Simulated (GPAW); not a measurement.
Runs of GPAW 26.7.0 on GaAs. The structure is cubic, space group F-43m (No. 216). The conventional cell has a = 5.654 Å, b = 5.654 Å, c = 5.654 Å, α = 90.00°, β = 90.00°, γ = 90.00°. Around As (site symmetry -43m) lie 4 Ga at 2.45 Å. Around Ga (site symmetry -43m) lie 4 As at 2.45 Å. 

```csv
task,level,potentials or basis,spin,k mesh,cutoff (eV),smearing,band path,band points,spin axis theta (degrees),spin axis phi (degrees),data set,mesh quality,gap on the mesh (eV),pressure (GPa),V0 of scaled cells (Å³/atom),B0 (GPa)
band structure,MS2,"GPAW PAW data sets (gpaw-data 1.2.1), pw","SOC, no magnetisation",8 × 8 × 8,600,fermi-dirac 0.05 eV,"GXWKGLUWLK,UX",100,54.7,45,-,not flagged,0.87,1.4,-,-
equation of state,PBE,"JTH PAW 2.0, PBE, pw",off,8 × 8 × 8,600,fermi-dirac 0.05 eV,-,-,-,-,"As jth, Ga jth",not flagged,-,-,(a),60
band structure,LDA,"the program's PAW data sets (release 1.2.1) made for this functional, pw","SOC, no magnetisation",8 × 8 × 8,600,fermi-dirac 0.05 eV,"GXWKGLUWLK,UX",100,90,0,-,not flagged,0.24,-0.9,-,-
band structure,mBEEF,"GPAW PAW data sets (gpaw-data 1.2.1), pw","SOC, no magnetisation",8 × 8 × 8,600,fermi-dirac 0.05 eV,"GXWKGLUWLK,UX",80,0,0,-,not flagged,0.88,1.3,-,-
electron localisation function,SCAN,"GPAW PAW data sets (gpaw-data 1.2.1), pw",off,4 × 4 × 4,510,fermi-dirac 0.01 eV,-,-,-,-,-,coarse,0.86,(b),-,-
wannier90,TPSS,"GPAW PAW data sets (gpaw-data 1.2.1), pw",off,8 × 8 × 8,600,fermi-dirac 0.05 eV,"GXWKGLUWLK,UX",-,-,-,-,not flagged,0.72,3.3,-,-
band structure,BP86,"PAW data sets generated in the run's folder for this functional, pw","SOC, no magnetisation",8 × 8 × 8,600,fermi-dirac 0.05 eV,"GXWKGLUWLK,UX",60,0,0,-,not flagged,0.38,4.5,-,-
equation of state,PBEsol+D4,"PAW data sets generated in the run's folder for this functional, pw",off,8 × 8 × 8,600,fermi-dirac 0.05 eV,-,-,-,-,-,not flagged,-,-,22.51,75
```

Alike in all rows: cell as given.

Task: Estimate the missing entries.

Result: (a) 23.72; (b) 1.0.

Caveats: some runs use coarse meshes; spin-orbit coupling was added after a scalar SCF, so levels and gaps hold it while energy, forces, pressure and moments don't (some runs); this program's spin-orbit splittings come out too wide for heavy elements (some runs); the PAW data sets were made with another functional, which shifts forces and pressure a little (some runs); the program truncates these outside data sets (some runs); the cutoff is short for stress and forces, so pressures can be off by a GPa or more (some runs); the Wannier interpolation is poor (some runs).

A k mesh can miss the band edges, and rows without SOC leave out spin-orbit coupling on As, Ga.
